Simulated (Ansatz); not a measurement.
## Structures of Ti2C: which is lowest?

Plane-wave DFT in Ansatz with scalar-relativistic PAW potentials, cutoff 420 eV, Γ-centred meshes chosen by cell and gap, Gaussian smearing with energies taken to zero width. Every cell was relaxed (cell and atoms) in a run of its own, within the symmetry of its start. Functional: PBEsol.

Relaxed structures (starts from databases or built by putting these elements on another compound's sites):
A. R-3m, 3 atoms in the computed cell, a = 3.053 Å, c = 14.318 Å; sites (symmetry × multiplicity) Ti 3m × 6, C -3m × 3; start: database
B. Fd-3m, 12 atoms in the computed cell, a = 8.549 Å; sites (symmetry × multiplicity) Ti .3m × 32, C .-3m × 16; start: database

Task: Rank them by energy. Could pressure change the order?

Result:
| structure | group | E − E(lowest) (meV/atom) | V (Å³/atom) | gap on mesh (eV) |
| --- | --- | --- | --- | --- |
| B | Fd-3m | 0.0 | 13.02 | 0.00 |
| A | R-3m | 10.7 | 12.84 | 0.00 |

B is lowest, 11 meV/atom under A. The two lowest differ in volume by under 3 %, too little for a first-order estimate of what pressure does to that pair (other pairs aren't weighed here); with rigid cells even 3 % in favour of the higher one would need about 4 GPa. Other structures may lie lower than all of these, and vibrations aren't counted.